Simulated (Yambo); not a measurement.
# C (Fd-3m) in Yambo: a series of runs

One crystal, C, is run at these levels: PBE; tasks: G0W0 quasiparticle levels, optical spectrum, optical spectrum by the Bethe-Salpeter equation.

Everything below comes from runs of Yambo 5.3.0. Logs are shortened: lines on timing, memory, paths and dates and some standing lists are left out, and cuts for length are marked.

### 1 The structure

The structure is cubic, space group Fd-3m (No. 227). The conventional cell has a = 3.567 Å, b = 3.567 Å, c = 3.567 Å, α = 90.00°, β = 90.00°, γ = 90.00°. Around C (site symmetry -43m) lie 4 C at 1.54 Å.

This isn't the form of C at room conditions, which is graphite.

### 2 G0W0 quasiparticle levels, PBE

g0w00.in reads:

```
gw0
dyson
el_el_corr
rim_cut
HF_and_locXC
ppa
em1d
RandQpts= 1000000
RandGvec= 50 RL
EXXRLvcs= 82 Ry
VXCRLvcs= 82 Ry
Chimod= "HARTREE"
% BndsRnXp
 1 | 84 |
%
NGsBlkXp= 8 Ry
% LongDrXp
 1 | 1 | 1 |
%
PPAPntXp= 27.21138 eV
% GbndRnge
 1 | 84 |
%
GTermKind= "none"
DysSolver= "n"
ExtendOut
% QPkrange
 1 | 8 | 2 | 10 |
%
```

scf.in reads:

```
&CONTROL
  calculation = 'scf'
  prefix = 'pwscf'
  outdir = './tmp'
  pseudo_dir = './pseudo'
/
&SYSTEM
  ibrav = 0
  nat = 2
  ntyp = 1
  ecutwfc = 82
  nbnd = 9
  occupations = 'smearing'
  smearing = 'fd'
  degauss = 0.00367493
  force_symmorphic = .true.
/
&ELECTRONS
  conv_thr = 4d-10
  electron_maxstep = 120
  mixing_beta = 0.5
/
ATOMIC_SPECIES
C     12.0110 C.upf
CELL_PARAMETERS angstrom
   0.0000000000    1.7833700000    1.7833700000
   1.7833700000    0.0000000000    1.7833700000
   1.7833700000    1.7833700000    0.0000000000
ATOMIC_POSITIONS crystal
C      0.7500000000    0.7500000000    0.7500000000
C      0.5000000000    0.5000000000    0.5000000000
K_POINTS automatic
12 12 12 0 0 0
```

nscf.in reads:

```
&CONTROL
  calculation = 'nscf'
  prefix = 'pwscf'
  outdir = './tmp'
  pseudo_dir = './pseudo'
/
&SYSTEM
  ibrav = 0
  nat = 2
  ntyp = 1
  ecutwfc = 82
  nbnd = 84
  occupations = 'fixed'
  force_symmorphic = .true.
/
&ELECTRONS
  conv_thr = 1d-08
  diago_full_acc = .true.
  diago_thr_init = 1d-06
/
ATOMIC_SPECIES
C     12.0110 C.upf
CELL_PARAMETERS angstrom
   0.0000000000    1.7833700000    1.7833700000
   1.7833700000    0.0000000000    1.7833700000
   1.7833700000    1.7833700000    0.0000000000
ATOMIC_POSITIONS crystal
C      0.7500000000    0.7500000000    0.7500000000
C      0.5000000000    0.5000000000    0.5000000000
K_POINTS automatic
4 4 4 0 0 0
```

Potentials or basis: PseudoDojo 0.4.1 SR PBE standard.

Run with:

```console
> OMP_NUM_THREADS=1 pw.x -in scf.in > scf.out
> OMP_NUM_THREADS=1 pw.x -in nscf.in > nscf.out
> cd tmp/pwscf.save; p2y; mv SAVE ../..; cd ../..
> OMP_NUM_THREADS=1 yambo
> OMP_NUM_THREADS=1 yambo -F g0w00.in -J g0w00 -C g0w00_out
```

Yambo's report:

```text
[... sections 02.01 to 02.04 as in the set-up run ...]

  [02.05] Energies & Occupations
  ==============================

  [X] === General ===
  [X] Electronic Temperature                        :  0.000000  0.000000 [eV K]
  [X] Bosonic    Temperature                        :  0.000000  0.000000 [eV K]
  [X] Finite Temperature mode                       : no
  [X] El. density                                   :  0.70524E+24 [cm-3]
  [X] Fermi Level                                   :  13.35883 [eV]

  [X] === Gaps and Widths ===
  [X] Conduction Band Min                           :  4.489292 [eV]
  [X] Valence Band Max                              :  0.000000 [eV]
  [X] Filled Bands                                  :   4
  [X] Empty Bands                                   :    5   84
  [X] Direct Gap                                    :  5.624412 [eV]
  [X] Direct Gap localized at k                     :  1
  [X] Indirect Gap                                  :  4.489292 [eV]
  [X] Indirect Gap between kpts                     :   1   4
  [X] Last valence band width                       :  8.333143 [eV]
  [X] 1st conduction band width                     :  6.192901 [eV]

 [03] Transferred momenta grid and indexing
 ==========================================

 IBZ Q-points                                      :   8
 BZ  Q-points                                      :   64

 K/Q-points units:
 rlu = crystal or reduced units; cc = cartesian coordinates; iku = interal k-units

 Q [1]          [rlu]:  0.000000  0.000000  0.000000
 Q [2]          [rlu]:  0.24465E-17  0.24465E-17  0.25000
 Q [3]          [rlu]:  0.84430E-16  0.84430E-16 -0.50000
 Q [4]          [rlu]:  0.13042E-18  0.25000      0.25000
 Q [5]          [rlu]:  0.19352E-16  0.25000      0.50000
 Q [6]          [rlu]:  0.84430E-16  0.25000     -0.25000
 Q [7]          [rlu]: -0.26084E-18 -0.50000     -0.50000
 Q [8]          [rlu]:  0.250000 -0.500000 -0.250000

 [04] Coloumb potential Random Integration (RIM)
 ===============================================

  [04.01] RIM initialization
  ==========================
[... 360 lines left out ...]
   B=5 Eo=  7.99 E=  8.87 E-Eo=  0.89 Re(Z)=0.83 Im(Z)=-0.698803E-3 nlXC= -8.10247 lXC= -14.6818 So= -5.51302
   B=6 Eo= 10.04 E= 11.39 E-Eo=  1.34 Re(Z)=0.82 Im(Z)=-0.198352E-2 nlXC= -8.17830 lXC= -16.0228 So= -6.20171
   B=7 Eo= 12.40 E= 13.56 E-Eo=  1.16 Re(Z)=0.81 Im(Z)=-0.158766E-2 nlXC= -8.10998 lXC= -16.0006 So= -6.46286
   B=8 Eo= 13.93 E= 15.02 E-Eo=  1.09 Re(Z)=0.80 Im(Z)=-0.594118E-2 nlXC= -7.06512 lXC= -15.7088 So= -7.28170
   B=9 Eo= 19.69 E= 20.54 E-Eo=  0.85 Re(Z)=0.81 Im(Z)= 0.270009E-2 nlXC= -5.16409 lXC= -13.7183 So= -7.50096
   B=10 Eo= 20.95 E= 21.60 E-Eo=  0.65 Re(Z)=0.81 Im(Z)= -0.02694 nlXC= -5.47077 lXC=-12.63355 So= -6.35621

  QP [eV] @ K [7] (iku): -0.500000  0.000000  0.000000
   B=2 Eo=-12.78 E=-14.22 E-Eo= -1.44 Re(Z)=0.77 Im(Z)= 0.644787E-2 nlXC= -23.3507 lXC= -15.6675 So=  5.81991
   B=3 Eo= -6.32 E= -7.26 E-Eo= -0.94 Re(Z)=0.81 Im(Z)=-0.105069E-2 nlXC= -20.6140 lXC= -15.9154 So=  3.53823
   B=4 Eo= -6.32 E= -7.26 E-Eo= -0.94 Re(Z)=0.81 Im(Z)=-0.103749E-2 nlXC= -20.6140 lXC= -15.9154 So=  3.53826
   B=5 Eo=  4.83 E=  5.35 E-Eo=  0.53 Re(Z)=0.84 Im(Z)=-0.697911E-3 nlXC= -7.99398 lXC= -13.5625 So= -4.94501
   B=6 Eo=  4.83 E=  5.35 E-Eo=  0.53 Re(Z)=0.84 Im(Z)=-0.697911E-3 nlXC= -7.99398 lXC= -13.5619 So= -4.94501
   B=7 Eo= 16.81 E= 18.35 E-Eo=  1.53 Re(Z)=0.76 Im(Z)= -0.01726 nlXC= -6.89045 lXC=-17.12923 So= -8.22476
   B=8 Eo= 16.81 E= 18.33 E-Eo=  1.52 Re(Z)=0.76 Im(Z)=-0.163748E-1 nlXC= -6.89044 lXC= -17.1292 So= -8.22519
   B=9 Eo= 23.23 E= 24.20 E-Eo=  0.97 Re(Z)=0.75 Im(Z)=  0.09188 nlXC= -5.26722 lXC=-15.22815 So= -8.67401
   B=10 Eo= 23.23 E= 24.20 E-Eo=  0.97 Re(Z)=0.75 Im(Z)=  0.09188 nlXC= -5.26722 lXC=-15.22857 So= -8.67401

  QP [eV] @ K [8] (iku): -0.500000  0.250000  0.000000
   B=2 Eo=-11.99 E=-13.43 E-Eo= -1.45 Re(Z)=0.78 Im(Z)=-0.901755E-2 nlXC= -23.6063 lXC= -16.0615 So=  5.68534
   B=3 Eo= -8.33 E= -9.39 E-Eo= -1.06 Re(Z)=0.81 Im(Z)=-0.891559E-3 nlXC= -20.0685 lXC= -14.9881 So=  3.77531
   B=4 Eo= -8.33 E= -9.39 E-Eo= -1.06 Re(Z)=0.81 Im(Z)=-0.891550E-3 nlXC= -20.0685 lXC= -14.9881 So=  3.77531
   B=5 Eo= 10.68 E= 11.63 E-Eo=  0.95 Re(Z)=0.83 Im(Z)=-0.100779E-2 nlXC= -7.18689 lXC= -14.2421 So= -5.91476
   B=6 Eo= 10.68 E= 11.63 E-Eo=  0.95 Re(Z)=0.83 Im(Z)=-0.100781E-2 nlXC= -7.18689 lXC= -14.2423 So= -5.91476
   B=7 Eo= 12.35 E= 13.56 E-Eo=  1.21 Re(Z)=0.80 Im(Z)=-0.176050E-2 nlXC= -7.84191 lXC= -16.2428 So= -6.89379
   B=8 Eo= 12.35 E= 13.56 E-Eo=  1.21 Re(Z)=0.80 Im(Z)=-0.176052E-2 nlXC= -7.84191 lXC= -16.2438 So= -6.89379
   B=9 Eo= 21.36 E= 22.45 E-Eo=  1.09 Re(Z)=0.76 Im(Z)=  0.01864 nlXC= -5.79366 lXC=-15.41853 So= -8.18386
   B=10 Eo= 21.36 E= 22.45 E-Eo=  1.09 Re(Z)=0.76 Im(Z)=  0.01864 nlXC= -5.79366 lXC=-15.41864 So= -8.18386

  [WR./g0w00//ndb.QP]-------------------------------------------------------------
   Lattice constants                                :  3.370081  3.370081  3.370081
   Coulomb cutoff potential                         : none
   Electronic Temperature                           :  0.000000 [K]
   Bosonic    Temperature                           :  0.000000 [K]
   Green`s function   energies                      : Perdew, Burke & Ernzerhof(X)+Perdew, Burke & Ernzerhof(C)
   wavefunctions                                    : Perdew, Burke & Ernzerhof(X)+Perdew, Burke & Ernzerhof(C)
   PPA    diel. fun.  energies                      : Perdew, Burke & Ernzerhof(X)+Perdew, Burke & Ernzerhof(C)
   wavefunctions                                    : Perdew, Burke & Ernzerhof(X)+Perdew, Burke & Ernzerhof(C)
   QP tot states                                    :   72
   GW solver                                        : Newton
   GW approximation                                 : PPA
   PPA imaginary Energy                             :  27.21138 ev
   RIM G`s                                          :   51
   RIM random pts                                   :  1000000
   dS/dw steps                                      :  2
   dS/dw step                                       :  0.100000 ev
   X G`s                                            :   51 used
   X G`s                                            :   51 disk
   X bands                                          :    1   84
   X poles                                          :  100.0000 o/o
   X e/h E range                                    : -1.000000 -1.000000 ev
   X Hxc Kernel                                     : HARTREE
   X BZ energy Double Grid                          : no
   X Optical Averaged directions                    : none
   Sc/G bands                                       :    1   84
   Sc/G damping                                     :  0.100000 ev
   Sc bands terminator                              : no
   Sx RL components                                 :   965

   QP @ state[ 1 ] K range                          :   1   8
   QP @ state[ 1 ] b range                          :   2  10
   GF energies kind                                 : Perdew, Burke & Ernzerhof(X)+Perdew, Burke & Ernzerhof(C)
   GF WF`s kind                                     : Perdew, Burke & Ernzerhof(X)+Perdew, Burke & Ernzerhof(C)
   Xs energies kind                                 : Perdew, Burke & Ernzerhof(X)+Perdew, Burke & Ernzerhof(C)
   Xs WF`s kind                                     : Perdew, Burke & Ernzerhof(X)+Perdew, Burke & Ernzerhof(C)
```

r_setup:

```text
[02] CORE Variables Setup
 =========================

  [02.01] Unit cells
  ==================

  Cell kind             :  FCC
  Atoms in the cell     :  C
  number of C  atoms    :  2

  List of atomic masses
  Mass of C     :  12.01100
[... 207 lines left out ...]

  [03.01] X indexes
  =================

   [03.01.01] Sigma indexes
   ========================

   [WR./SAVE//ndb.kindx]-----------------------------------------------------------
    Fragmentation                                    : no
    Polarization last K ( bz)                        :   64
    Polarization last K (ibz)                        :   8
    QP states                                        :   1   8
    X grid is uniform                                : yes
    Grids (string)                                   :  X S
    Grids (int-vector)                               :  1  0  0  1
```

It took 65 s on 1 thread of Arm Neoverse V2, shared host; peak memory 0.26 GiB.

Results:

| Property | Result |
| --- | --- |
| Band gap on the k mesh, mean-field level | 4.49 eV, indirect (least direct gap 5.62 eV) |
| Quasiparticle gap | 5.47 eV |
| Least direct quasiparticle gap | 7.23 eV |
| Quasiparticle gap at Γ | 7.23 eV |
| Band gap of the same states before the correction | 4.21 eV |

Quasiparticle terms (eV):
```csv
k point,band,Kohn-Sham level,Vxc,Σx,Σc,Z,result
"(0.000, 0.000, 0.000)",2,0.00,-16.97,-19.42,1.83,0.83,-0.52
"(0.000, 0.000, 0.000)",3,0.00,-16.97,-19.42,1.83,0.83,-0.52
"(0.000, 0.000, 0.000)",4,0.00,-16.97,-19.42,1.83,0.83,-0.52
"(0.000, 0.000, 0.000)",5,5.62,-15.64,-9.41,-4.92,0.83,6.71
"(0.000, 0.000, 0.000)",6,5.62,-15.64,-9.41,-4.92,0.83,6.71
"(0.000, 0.000, 0.000)",7,5.62,-15.64,-9.41,-4.92,0.83,6.71
"(0.000, 0.000, 0.000)",8,13.33,-16.46,-8.04,-7.37,0.79,14.15
"(0.000, 0.000, 0.000)",9,19.30,-11.84,-4.44,-7.22,0.80,19.44
"(0.000, 0.000, 0.000)",10,26.86,-13.84,-5.94,-6.78,0.71,27.65
"(0.000, 0.000, 0.250)",2,-6.60,-15.81,-20.61,3.53,0.81,-7.63
"(0.000, 0.000, 0.250)",3,-1.75,-16.65,-19.63,2.24,0.83,-2.37
"(0.000, 0.000, 0.250)",4,-1.75,-16.65,-19.63,2.24,0.83,-2.37
"(0.000, 0.000, 0.250)",5,7.83,-15.80,-8.91,-5.46,0.83,9.01
"(0.000, 0.000, 0.250)",6,7.83,-15.80,-8.91,-5.46,0.83,9.01
"(0.000, 0.000, 0.250)",7,8.19,-15.78,-9.16,-5.55,0.82,9.07
"(0.000, 0.000, 0.250)",8,14.64,-15.83,-6.99,-7.50,0.78,15.68
"(0.000, 0.000, 0.250)",9,20.72,-12.58,-4.47,-7.59,0.80,21.14
"(0.000, 0.000, 0.250)",10,22.59,-12.71,-5.18,-6.72,0.84,23.27
"(0.000, 0.000, -0.500)",2,-13.39,-14.70,-21.99,5.58,0.79,-14.73
"(0.000, 0.000, -0.500)",3,-2.81,-16.58,-20.08,2.63,0.82,-3.52
```

Caveat: the k mesh is coarse (spacing up to 0.76 Å⁻¹), so the values aren't converged; this k mesh misses the band edges, so its gaps are larger than the crystal's; the screening block or the number of bands is too small for a converged GW gap; this version prints the column dSc/dw multiplied by 27.2; the quasiparticle gap listed is the Kohn-Sham gap on the denser mesh of the self-consistent run plus the correction found on the GW mesh, so it differs from the gap in the log.

(Part 1 of 2 ends here.)
